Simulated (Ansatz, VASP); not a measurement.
One calculation of KTaO3, two programs

```
CELL_PARAMETERS angstrom
3.98830 0.00000 0.00000
0.00000 3.98830 0.00000
0.00000 0.00000 3.98830
ATOMIC_POSITIONS crystal
K 0.50000 0.50000 0.50000
Ta 0.00000 0.00000 0.00000
O 0.50000 0.00000 0.00000
O 0.00000 0.50000 0.00000
O 0.00000 0.00000 0.50000
```

Alike in both runs: task relaxation of cell and atoms; functional r2SCAN; dispersion D4; k mesh 4 × 4 × 4; no spin polarisation.

|  | VASP | Ansatz |
| --- | --- | --- |
| version | VASP 6.6.1 | Ansatz 0.2.0 |
| potentials or method | VASP PAW PBE potentials, release 64 (K_sv, Ta_pv, O) | plane waves, PAW |
| plane-wave cutoff (eV) | 600 | 500 |
| occupations | gaussian, width 0.01 eV | fixed |
| valence electrons in the cell | 38 | 40 |

```tsv
	VASP	Ansatz	Ansatz less VASP
relaxed volume (Å³/atom)	12.71	12.66	-0.044
relaxed cell length with the largest relative difference (Å)	3.990	3.985	-0.0046
```

The two sets of potentials don't hold the same shells in valence.

Caveats: the PAW data sets were made with another functional, which shifts forces and pressure a little (VASP). A k mesh can miss the band edges.
